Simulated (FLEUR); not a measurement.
Input of a FLEUR MaX-R8.1 (later development tree) run:

File inp.xml:

```xml
<?xml version="1.0" encoding="UTF-8" standalone="no"?>
<fleurInput fleurInputVersion="0.39">
   <comment>
      KF                                                                                                  
   </comment>
   <calculationSetup>
      <cutoffs Kmax="3.8" Gmax="11.8" GmaxXC="11.8" numbands="all"/>
      <scfLoop itmax="60" minDistance="0.00001" maxIterBroyd="15" imix="Anderson" alpha="0.05" precondParam="0.0" spinf="2.0" sdNocoIR="T"/>
      <coreElectrons ctail="T" frcor="F" kcrel="0" coretail_lmax="0"/>
      <xcFunctional name="pbe" relativisticCorrections="F"/>
      <magnetism jspins="1"/>
      <soc l_soc="T" theta="0.0" phi="0.0" spav="F"/>
      <expertModes spex="0" secvar="F"/>
      <geometryOptimization l_f="F" forcealpha="1.0" forcemix="BFGS" epsdisp="0.00001" epsforce="0.00001"/>
      <ldaU l_linMix="F" mixParam="0.05" spinf="1.0"/>
   </calculationSetup>
   <cell>
      <bzIntegration valenceElectrons="16.0" mode="hist" fermiSmearingEnergy="0.00183747">
         <kPointListSelection listName="default-1"/>
         <!-- k-points included here -->
         <xi:include xmlns:xi="http://www.w3.org/2001/XInclude" href="kpts.xml"> </xi:include>
      </bzIntegration>
      <!-- symmetry operations included here -->
      <xi:include xmlns:xi="http://www.w3.org/2001/XInclude" href="sym.xml"> </xi:include>
      <bulkLattice scale="1.0">
         <bravaisMatrix>
            <row-1>    6.0752987884156298     0.0000000000000000     0.0000000000000000</row-1>
            <row-2>    0.0000000000000000     6.0752987884156298     0.0000000000000000</row-2>
            <row-3>    0.0000000000000000     0.0000000000000000     6.0752987884156298</row-3>
         </bravaisMatrix>
      </bulkLattice>
   </cell>
   <atomSpecies>
      <species name="Potassium (K)" element="K" atomicNumber="19">
         <mtSphere radius="2.66" gridPoints="879" logIncrement="0.014"/>
         <atomicCutoffs lmax="11" lnonsphr="8"/>
         <electronConfig flipSpins="F">
            <coreConfig>(1s1/2) (2s1/2) (2p1/2) (2p3/2)</coreConfig>
            <valenceConfig>(3s1/2) (3p1/2) (3p3/2) (4s1/2)</valenceConfig>
            <stateOccupation state="(4s1/2)" spinUp="0.500000" spinDown="0.500000"/>
         </electronConfig>
         <energyParameters s="4" p="3" d="3" f="4"/>
         <lo type="SCLO" l="0" n="3" eDeriv="0"/>
         <lo type="HELO" l="1" n="4" eDeriv="0"/>
         <lo type="HELO" l="1" n="4" eDeriv="1"/>
         <lo type="SCLO" l="2" n="3" eDeriv="2"/>
         <lo type="SCLO" l="3" n="4" eDeriv="2"/>
      </species>
      <species name="Fluorine (F)" element="F" atomicNumber="9">
         <mtSphere radius="2.11" gridPoints="697" logIncrement="0.016"/>
         <atomicCutoffs lmax="8" lnonsphr="6"/>
         <electronConfig flipSpins="F">
            <coreConfig>(1s1/2)</coreConfig>
            <valenceConfig>(2s1/2) (2p1/2) (2p3/2)</valenceConfig>
            <stateOccupation state="(2p1/2)" spinUp="0.833333" spinDown="0.833333"/>
            <stateOccupation state="(2p3/2)" spinUp="1.666667" spinDown="1.666667"/>
         </electronConfig>
         <energyParameters s="2" p="2" d="3" f="4"/>
         <lo type="SCLO" l="0" n="2" eDeriv="2"/>
         <lo type="SCLO" l="1" n="2" eDeriv="2"/>
         <lo type="SCLO" l="2" n="3" eDeriv="2"/>
      </species>
   </atomSpecies>
   <atomGroups>
      <atomGroup species="Potassium (K)">
         <relPos label="                   1">.0000000000 .0000000000 .0000000000</relPos>
         <force calculate="T" relaxXYZ="TTT"/>
      </atomGroup>
      <atomGroup species="Fluorine (F)">
         <relPos label="                   2">1.000/2.000 1.000/2.000 1.000/2.000</relPos>
         <force calculate="T" relaxXYZ="TTT"/>
      </atomGroup>
   </atomGroups>
   <output dos="F" band="F" slice="F">
      <checks vchk="F" cdinf="F"/>
      <bandDOS minEnergy="-.5*Htr" maxEnergy="0.5*Htr" sigma="0.015" storeEVData="T"/>
      <vacuumDOS vacdos="F" integ="F" star="F" nstars="0" locx1="0.0" locy1="0.0" locx2="0.0" locy2="0.0" nstm="0" tworkf="0.0"/>
      <unfoldingBand unfoldBand="F" supercellX="1" supercellY="1" supercellZ="1"/>
      <plotting iplot="0" polar="F">
         <plot TwoD="T" vec1="  1.0  0.0  0.0" vec2="  0.0  1.0  0.0" vec3="  0.0  0.0  1.0" zero="  0.0  0.0  0.0" file="plot"/>
      </plotting>
      <chargeDensitySlicing numkpt="0" minEigenval="0.0" maxEigenval="0.0" nnne="0" pallst="F"/>
      <specialOutput eonly="F"/>
      <moessbauerParams electricFieldGradient="T" isomerShift="T" coreHyperfine="T" valenceHyperfine="T"/>
      <magneticCircularDichroism mcd="F" energyLo="-10.0" energyUp="0.0"/>
   </output>
  <!-- We include the file relax.xml here to enable relaxations (see documentation) -->
  <xi:include xmlns:xi="http://www.w3.org/2001/XInclude" href="relax.xml"> <xi:fallback/> </xi:include>
</fleurInput>
```

File crystal.txt:

```
KF
&input cartesian=F /
3.2149096683  0.0000000000  0.0000000000
0.0000000000  3.2149096683  0.0000000000
0.0000000000  0.0000000000  3.2149096683
1.8897261246
1.0 1.0 1.0

2
19 0.0000000000  0.0000000000  0.0000000000
9 0.5000000000  0.5000000000  0.5000000000

&soc 0.0 0.0 /
&kpt div1=5 div2=5 div3=5 gamma=T /
```

inp.xml (dos)

```
<?xml version="1.0" encoding="UTF-8" standalone="no"?>
<fleurInput fleurInputVersion="0.39">
   <comment>
      KF                                                                                                  
   </comment>
   <calculationSetup>
      <cutoffs Kmax="3.8" Gmax="11.8" GmaxXC="11.8" numbands="all"/>
      <scfLoop itmax="60" minDistance="0.00001" maxIterBroyd="15" imix="Anderson" alpha="0.05" precondParam="0.0" spinf="2.0" sdNocoIR="T"/>
      <coreElectrons ctail="T" frcor="F" kcrel="0" coretail_lmax="0"/>
      <xcFunctional name="pbe" relativisticCorrections="F"/>
      <magnetism jspins="1"/>
      <soc l_soc="T" theta="0.0" phi="0.0" spav="F"/>
      <expertModes spex="0" secvar="F"/>
      <geometryOptimization l_f="F" forcealpha="1.0" forcemix="BFGS" epsdisp="0.00001" epsforce="0.00001"/>
      <ldaU l_linMix="F" mixParam="0.05" spinf="1.0"/>
   </calculationSetup>
   <cell>
      <bzIntegration valenceElectrons="16.0" mode="hist" fermiSmearingEnergy="0.00183747">
         <kPointListSelection listName="default-1"/>
         <!-- k-points included here -->
         <xi:include xmlns:xi="http://www.w3.org/2001/XInclude" href="kpts.xml"> </xi:include>
      </bzIntegration>
      <!-- symmetry operations included here -->
      <xi:include xmlns:xi="http://www.w3.org/2001/XInclude" href="sym.xml"> </xi:include>
      <bulkLattice scale="1.0">
         <bravaisMatrix>
            <row-1>    6.0752987884156298     0.0000000000000000     0.0000000000000000</row-1>
            <row-2>    0.0000000000000000     6.0752987884156298     0.0000000000000000</row-2>
            <row-3>    0.0000000000000000     0.0000000000000000     6.0752987884156298</row-3>
         </bravaisMatrix>
      </bulkLattice>
   </cell>
   <atomSpecies>
      <species name="Potassium (K)" element="K" atomicNumber="19">
         <mtSphere radius="2.66" gridPoints="879" logIncrement="0.014"/>
         <atomicCutoffs lmax="11" lnonsphr="8"/>
         <electronConfig flipSpins="F">
            <coreConfig>(1s1/2) (2s1/2) (2p1/2) (2p3/2)</coreConfig>
            <valenceConfig>(3s1/2) (3p1/2) (3p3/2) (4s1/2)</valenceConfig>
            <stateOccupation state="(4s1/2)" spinUp="0.500000" spinDown="0.500000"/>
         </electronConfig>
         <energyParameters s="4" p="3" d="3" f="4"/>
         <lo type="SCLO" l="0" n="3" eDeriv="0"/>
         <lo type="HELO" l="1" n="4" eDeriv="0"/>
         <lo type="HELO" l="1" n="4" eDeriv="1"/>
         <lo type="SCLO" l="2" n="3" eDeriv="2"/>
         <lo type="SCLO" l="3" n="4" eDeriv="2"/>
      </species>
      <species name="Fluorine (F)" element="F" atomicNumber="9">
         <mtSphere radius="2.11" gridPoints="697" logIncrement="0.016"/>
         <atomicCutoffs lmax="8" lnonsphr="6"/>
         <electronConfig flipSpins="F">
            <coreConfig>(1s1/2)</coreConfig>
            <valenceConfig>(2s1/2) (2p1/2) (2p3/2)</valenceConfig>
            <stateOccupation state="(2p1/2)" spinUp="0.833333" spinDown="0.833333"/>
            <stateOccupation state="(2p3/2)" spinUp="1.666667" spinDown="1.666667"/>
         </electronConfig>
         <energyParameters s="2" p="2" d="3" f="4"/>
         <lo type="SCLO" l="0" n="2" eDeriv="2"/>
         <lo type="SCLO" l="1" n="2" eDeriv="2"/>
         <lo type="SCLO" l="2" n="3" eDeriv="2"/>
      </species>
   </atomSpecies>
   <atomGroups>
      <atomGroup species="Potassium (K)">
         <relPos label="                   1">.0000000000 .0000000000 .0000000000</relPos>
         <force calculate="T" relaxXYZ="TTT"/>
      </atomGroup>
      <atomGroup species="Fluorine (F)">
         <relPos label="                   2">1.000/2.000 1.000/2.000 1.000/2.000</relPos>
         <force calculate="T" relaxXYZ="TTT"/>
      </atomGroup>
   </atomGroups>
   <output dos="T" band="F" slice="F">
      <checks vchk="F" cdinf="F"/>
      <bandDOS minEnergy="-0.8*Htr" maxEnergy="0.5*Htr" sigma="0.005" storeEVData="T"/>
      <vacuumDOS vacdos="F" integ="F" star="F" nstars="0" locx1="0.0" locy1="0.0" locx2="0.0" locy2="0.0" nstm="0" tworkf="0.0"/>
      <unfoldingBand unfoldBand="F" supercellX="1" supercellY="1" supercellZ="1"/>
      <plotting iplot="0" polar="F">
         <plot TwoD="T" vec1="  1.0  0.0  0.0" vec2="  0.0  1.0  0.0" vec3="  0.0  0.0  1.0" zero="  0.0  0.0  0.0" file="plot"/>
      </plotting>
      <chargeDensitySlicing numkpt="0" minEigenval="0.0" maxEigenval="0.0" nnne="0" pallst="F"/>
      <specialOutput eonly="F"/>
      <moessbauerParams electricFieldGradient="T" isomerShift="T" coreHyperfine="T" valenceHyperfine="T"/>
      <magneticCircularDichroism mcd="F" energyLo="-10.0" energyUp="0.0"/>
   </output>
  <!-- We include the file relax.xml here to enable relaxations (see documentation) -->
  <xi:include xmlns:xi="http://www.w3.org/2001/XInclude" href="relax.xml"> <xi:fallback/> </xi:include>
</fleurInput>
```

Potentials or basis: all-electron, FLAPW.

The run is started by

```bash
$ inpgen -f crystal.txt -profile fastHighL
$ # inp.xml edited to the form shown
$ fleur_MPI
$ fleur_MPI   # second run, on inp.xml (dos)
```

**Question.** What does it give for the band gap on the k mesh?

**Answer.** 6.57 eV, direct.

Core levels (eV from the Fermi level):
```
atom                                                   levels
 1 K  1s1/2 -3513.0, 2s1/2 -344.6, 2p1/2 -273.2, 2p3/2 -270.3
 2 F                                             1s1/2 -650.6
```
